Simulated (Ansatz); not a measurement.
**Zr: energy along a strain**

Zr, Fm-3m, a = 4.510 Å (as given, not relaxed at this level: -2.8 GPa). This isn't the element's structure at ambient conditions. Ansatz: PBEsol, PAW, 420 eV, Γ-centred 18×18×18 mesh on 1 atom, Gaussian smearing 0.15 eV; no spin polarisation. Cell vectors (Å): 0.000 2.255 2.255; 2.255 0.000 2.255; 2.255 2.255 0.000. The cell is strained by x per cent times the pattern (0 0 0 0 0 1) in the order xx yy zz yz xz xy (engineering shears), with fractional coordinates held. y is the free energy over the start, V0 = 22.933 Å³/atom. Symmetry makes y even in x. Points with a strain past 8.5 % were computed too (2) and aren't used here.

| x (%) | y (meV/atom) |
| --- | --- |
| -5.00 | 8.49 |
| 0.00 | 0.00 |
| 1.25 | 0.54 |
| 2.50 | ? |
| 3.75 | 4.83 |
| 6.25 | 13.09 |
| 7.50 | 18.57 |

Task: Fit y = c2 x² + c4 x⁴ to the other rows, get the stiffness along the pattern, and predict the missing energy.

Result: Least squares on the rows shown. y = 0.34717 x² − 0.00030380 x⁴. The clamped-ion stiffness p·C·p = 2 × 3.472 eV × 160.2 / 22.933 Å³ = 49 GPa, which is C66 in these axes (C44 of the cubic crystal) (second derivative at the start, which stands under stress). At x = 2.50 the fit asked for gives 2.16 meV/atom. The run gave 2.16 meV/atom, the same to the digits shown.